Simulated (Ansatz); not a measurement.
# SnTe (F-43m) in Ansatz: convergence with k mesh

Aim: find how far k mesh must go before the results for SnTe settle, at PBEsol. This setting moves, with any that are tied to it; all else stays.

Program: Ansatz 0.2.0. These are calculated values, not measurements. Logs are shortened: lines on timing, memory, paths and dates and some standing lists are left out, and cuts for length are marked.

## (1) Starting point

Symmetry: F-43m, No. 216, cubic system. The conventional cell has a = 7.222 Å, b = 7.222 Å, c = 7.222 Å, α = 90.00°, β = 90.00°, γ = 90.00°. Te (site symmetry -43m) has 4 Sn at 3.13 Å as nearest neighbours. Around Sn (site symmetry -43m) lie 4 Te at 3.13 Å.

Measurements of this composition are mostly on another form, of space group No. 225.

## (2) With k mesh 2 × 2 × 2

Input file input.yaml:

```yaml
crystal:
  lattice:
    - [0.0, 3.611146, 3.611146]
    - [3.611146, 0.0, 3.611146]
    - [3.611146, 3.611146, 0.0]
  atoms:
    - { symbol: Te, position: [0.25, 0.25, 0.25] }
    - { symbol: Sn, position: [0.0, 0.0, 0.0] }
hamiltonian:
  xc: pbesol
  pseudopotentials: { kind: paw_fr }
magnetization:
  noncollinear: true
  spin_orbit: true
kpoints:
  mp_grid: { grid: [2, 2, 2] }
scf:
  occupations: { method: fermi_dirac, width: 0.05 }
output:
  forces: true
  stress: true
  eigenvalues: true
```

Potentials or basis: Ansatz PAW.

Started as:

```sh
> ansatz run input.yaml --threads 2 --pin off --max-ram 5632MiB --backend cpu --events-out ev --progress --plain --runs-dir out
```

It took 1.4 s on 2 threads of Arm Neoverse V2, shared host; peak memory 0.49 GiB.

Results:

```yaml
Free_energy: -12856.1601 eV
Pressure: -2.5 GPa
Band_gap_on_the_k_mesh: 0.76 eV, direct
```

## (3) With k mesh 3 × 3 × 3

Edit input.yaml of step 2 so:

```diff
@@ -15,3 +15,3 @@
 kpoints:
-  mp_grid: { grid: [2, 2, 2] }
+  mp_grid: { grid: [3, 3, 3] }
 scf:
```

Potentials or basis: Ansatz PAW.

Started as:

```sh
> ansatz run input.yaml --threads 2 --pin off --max-ram 5632MiB --backend cpu --events-out ev --progress --plain --runs-dir out
```

Run time: 2.1 s. Hardware: 2 threads of Arm Neoverse V2, shared host; peak memory 0.51 GiB.

What came out:

```yaml
Free_energy: -12855.9845 eV
Pressure: -2.1 GPa
Band_gap_on_the_k_mesh: 0.67 eV, indirect (least direct gap 0.93 eV)
```

## (4) With k mesh 4 × 4 × 4

Edit input.yaml of step 3 so:

```diff
@@ -15,3 +15,3 @@
 kpoints:
-  mp_grid: { grid: [3, 3, 3] }
+  mp_grid: { grid: [4, 4, 4] }
 scf:
```

Started as:

```sh
> ansatz run input.yaml --threads 2 --pin off --max-ram 5632MiB --backend cpu --events-out ev --progress --plain --runs-dir out
```

It took 3.5 s on 2 threads of Arm Neoverse V2, shared host; peak memory 0.55 GiB.

Results:

```yaml
Free_energy: -12855.8967 eV
Pressure: -1.8 GPa
Band_gap_on_the_k_mesh: none (metal or under the smearing width)
```

## (5) With k mesh 5 × 5 × 5

Edit input.yaml of step 4 so:

```diff
@@ -15,3 +15,3 @@
 kpoints:
-  mp_grid: { grid: [4, 4, 4] }
+  mp_grid: { grid: [5, 5, 5] }
 scf:
```

Started as:

```sh
> ansatz run input.yaml --threads 2 --pin off --max-ram 5632MiB --backend cpu --events-out ev --progress --plain --runs-dir out
```

Run time: 4.1 s. Hardware: 2 threads of Arm Neoverse V2, shared host; peak memory 0.56 GiB.

What came out:

```yaml
Free_energy: -12855.8693 eV
Pressure: -1.4 GPa
```

## (6) With k mesh 6 × 6 × 6

Edit input.yaml of step 5 so:

```diff
@@ -15,3 +15,3 @@
 kpoints:
-  mp_grid: { grid: [5, 5, 5] }
+  mp_grid: { grid: [6, 6, 6] }
 scf:
```

Potentials or basis: Ansatz PAW.

Started as:

```sh
> ansatz run input.yaml --threads 2 --pin off --max-ram 5632MiB --backend cpu --events-out ev --progress --plain --runs-dir out
```

Run time: 6 s. Hardware: 2 threads of Arm Neoverse V2, shared host; peak memory 0.59 GiB.

It converged, with:

* Free energy: -12855.8696 eV
* Pressure: -1.4 GPa
* Band gap on the k mesh: none (metal or under the smearing width)

## (7) With k mesh 7 × 7 × 7

Edit input.yaml of step 6 so:

```diff
@@ -15,3 +15,3 @@
 kpoints:
-  mp_grid: { grid: [6, 6, 6] }
+  mp_grid: { grid: [7, 7, 7] }
 scf:
```

Started as:

```sh
> ansatz run input.yaml --threads 2 --pin off --max-ram 5632MiB --backend cpu --events-out ev --progress --plain --runs-dir out
```

Wall time 7.5 s (2 threads of Arm Neoverse V2, shared host); peak memory 0.6 GiB.

Results (log left out):

- Free energy: -12855.8692 eV
- Pressure: -1.4 GPa
- Band gap on the k mesh: 0.11 eV, indirect (least direct gap 0.71 eV)

## (8) With k mesh 9 × 9 × 9

Edit input.yaml of step 7 so:

```diff
@@ -15,3 +15,3 @@
 kpoints:
-  mp_grid: { grid: [7, 7, 7] }
+  mp_grid: { grid: [9, 9, 9] }
 scf:
```

Started as:

```sh
> ansatz run input.yaml --threads 2 --pin off --max-ram 5632MiB --backend cpu --events-out ev --progress --plain --runs-dir out
```

Run time: 13 s. Hardware: 2 threads of Arm Neoverse V2, shared host; peak memory 0.67 GiB.

The run converged. Its results:

```yaml
Free_energy: -12855.8705 eV
Pressure: -1.4 GPa
Band_gap_on_the_k_mesh: none (metal or under the smearing width)
```

## (9) With k mesh 11 × 11 × 11

Edit input.yaml of step 8 so:

```diff
@@ -15,3 +15,3 @@
 kpoints:
-  mp_grid: { grid: [9, 9, 9] }
+  mp_grid: { grid: [11, 11, 11] }
 scf:
```

Potentials or basis: Ansatz PAW.

Started as:

```sh
> ansatz run input.yaml --threads 2 --pin off --max-ram 5632MiB --backend cpu --events-out ev --progress --plain --runs-dir out
```

The program printed:

```text
Warning: RAYON_NUM_THREADS=2 ignored (pool sized by the plan → 2); use --threads N
Engine: ansatz 0.2.0, aarch64-unknown-linux-gnu
Pseudopotentials: kind: paw_fr
Pseudopotential: Te, paw_fr, valence charge 16, recommended cutoff 420 eV (normal), Te.paw.azcp#standard-fr
Pseudopotential: Sn, paw_fr, valence charge 14, recommended cutoff 420 eV (normal), Sn.paw.azcp#standard-fr
Functional definition: PBEsol
  exchange = pbesol_x
  correlation = pbesol_c
non-collinear run that drives no moment, with spin-orbit: no starting moment large enough to seed its density (crystal.atoms[].spin), no starting occupations that ask for one, no magnetisation constraint and no magnetic field, so the semilocal B_xc is pinned to zero
Crystal: 2 atoms, lattice volume = 94.181 Å³
Basis set: ecut = 420 eV, 1837 PW (Γ), exchange–correlation on 72×72×72 points (8 copies of the dense FFT grid, shifted against one another)
Bands: 38, of which v1, the nominal top of the filled ones, is band 30 counted from 1 (29 counted from 0)
Symmetry: 24 space group operations + 24 with time reversal
Magnetic group: BNS 216.75 (UNI 1577), of the structure as read, at distance tolerance 4.5e-5 Å
k-points: 56 of 1331 (time reversal used)
Projection manifold: j_resolved (fully-relativistic pseudo-atomic orbitals)
Non-local potential: Te, projectors of the file, l = 0: 2, l = 1: 4, l = 2: 4, l = 3: 4
Non-local potential: Sn, projectors of the file, l = 0: 2, l = 1: 4, l = 2: 4, l = 3: 4
PAW form: soft (Blöchl's): semilocal exchange-correlation on the pseudo side does not see the compensation charge
[... 26 lines left out ...]
E sigma→0 (E₀):  -12855.868548 eV
Entropy (-TS):   -0.003253 eV (-1.627 meV/atom)
Fermi energy:    4.955086 eV
--- Per-component energies (eV) ---
  E_band       = -486.219551
  E_kinetic    = 365.070140
  E_local      = -3027.538904  (includes V_loc(G=0)·N_el)
  E_nonlocal   = -338.451857
  E_hartree    = 1721.552525
  E_xc         = -502.374366
  E_vxc        = -199.874794  (∫ρ·V_xc dr)
  E_paw        = -8650.730854  (= ΣΔE_a)
  E_vpaw       = -728.529184  (= ΣTr[D̂ρ^β])
  E_aug_tail   = -0.000212  (compensation charges beyond the density's cutoff)
  E_ewald      = -2424.059948
  E_core_change = 0.666554  (= ΣΔE_core)
  E_smearing   = -0.003253  (= −TS)
  E_closure    = 0.000000  (closes the sum)
  Σ components = -12855.870175   (vs F -12855.870175, Δ=0.00e0)
--- Forces (eV/Å), atoms counted from 1 ---
  atom   1  Te     0.00000000    -0.00000000    -0.00000000
  atom   2  Sn    -0.00000000    -0.00000000     0.00000000
  max |Σ_I F_I| component: 3.70e-16 eV/Å
--- Stress (GPa, compression-positive) ---
       -1.406054       0.000000      -0.000000
        0.000000      -1.406054       0.000000
       -0.000000       0.000000      -1.406054
  P = ⅓ Tr σ = -1.4061 GPa (-14.061 kbar)
--- Band table (eV; the first three rows and the last of 56) ---
  k-point 0: bands = ["-32.5885", "-32.5885", "-32.5885", "-32.5885", "-31.1214", "-31.1214", "-31.1198", "-31.1198", "-31.1198", "-31.1198", "-17.4565", "-17.4565", "-17.4565", "-17.4565", "-16.4191", "-16.4191", "-16.4129", "-16.4129", "-16.4129", "-16.4129", "-6.6992", "-6.6992", "-0.3506", "-0.3506", "2.3823", "2.3823", "3.1600", "3.1600", "3.1600", "3.1600", "5.4812", "5.4812", "6.0155", "6.0155", "6.0155", "6.0155", "8.8287", "8.8287"]
  k-point 1: bands = ["-32.5885", "-32.5885", "-32.5885", "-32.5885", "-31.1214", "-31.1214", "-31.1198", "-31.1198", "-31.1198", "-31.1198", "-17.4565", "-17.4564", "-17.4564", "-17.4563", "-16.4191", "-16.4191", "-16.4129", "-16.4129", "-16.4129", "-16.4126", "-6.6640", "-6.6640", "-0.5276", "-0.5276", "2.3853", "2.3853", "3.1022", "3.1034", "3.1470", "3.1470", "5.5959", "5.5959", "6.0440", "6.0440", "6.1084", "6.1100", "9.1054", "9.1054"]
  k-point 2: bands = ["-32.5885", "-32.5885", "-32.5885", "-32.5885", "-31.1214", "-31.1214", "-31.1199", "-31.1199", "-31.1198", "-31.1198", "-17.4565", "-17.4564", "-17.4564", "-17.4562", "-16.4189", "-16.4189", "-16.4131", "-16.4131", "-16.4127", "-16.4123", "-6.5646", "-6.5646", "-0.9545", "-0.9545", "2.3420", "2.3420", "2.9641", "2.9659", "3.0947", "3.0947", "5.9056", "5.9056", "6.2257", "6.2257", "6.3333", "6.3359", "9.7269", "9.7269"]
  k-point 55: bands = ["-32.5885", "-32.5885", "-32.5885", "-32.5884", "-31.1213", "-31.1213", "-31.1198", "-31.1198", "-31.1198", "-31.1198", "-17.4576", "-17.4564", "-17.4554", "-17.4549", "-16.4202", "-16.4166", "-16.4137", "-16.4125", "-16.4118", "-16.4117", "-5.9549", "-5.9480", "-2.5104", "-2.4528", "1.1783", "1.4641", "1.6324", "1.7102", "4.5303", "4.9823", "6.0213", "6.2933", "7.0866", "7.1632", "7.9169", "8.0119", "9.8239", "10.0619"]
```

It took 21 s on 2 threads of Arm Neoverse V2, shared host; peak memory 0.76 GiB.

Results:

```yaml
Free_energy: -12855.8702 eV
Pressure: -1.4 GPa
Band_gap_on_the_k_mesh: none (metal or under the smearing width)
```

## (10) Result

| k mesh | energy less the tightest run, at zero smearing (meV/atom) | pressure (GPa) | gap on the mesh (eV) | SCF cycles | CPU time (s) | peak memory (GiB) |
| --- | --- | --- | --- | --- | --- | --- |
| 2 × 2 × 2 | -145.71 | -2.46 | 0.763 | 7 | 2.6 | 0.49 |
| 3 × 3 × 3 | -57.88 | -2.15 | 0.673 | 7 | 3.9 | 0.51 |
| 4 × 4 × 4 | -12.77 | -1.85 | 0.000 | 8 | 6.7 | 0.55 |
| 5 × 5 × 5 | 0.97 | -1.40 | - | 7 | 7.9 | 0.56 |
| 6 × 6 × 6 | 0.42 | -1.40 | 0.000 | 7 | 12 | 0.59 |
| 7 × 7 × 7 | 0.50 | -1.38 | 0.114 | 7 | 15 | 0.6 |
| 9 × 9 × 9 | -0.24 | -1.42 | 0.000 | 8 | 25 | 0.67 |
| 11 × 11 × 11 | 0.00 | -1.41 | 0.000 | 8 | 41 | 0.76 |

Against the tightest run, the energy stays within 1 meV/atom from 5 × 5 × 5 on; the pressure stays within 0.1 GPa from 5 × 5 × 5 on; the gap on the mesh stays within 0.01 eV from 9 × 9 × 9 on. Meshes of other sizes hit other points, so gaps and Fermi surfaces needn't settle smoothly. The tightest run that finished is the yardstick and may itself not be fully converged.

Caveats: the PAW data sets come from PBE, with cores solved anew for the run's functional, which leaves a small shift of forces and pressure.
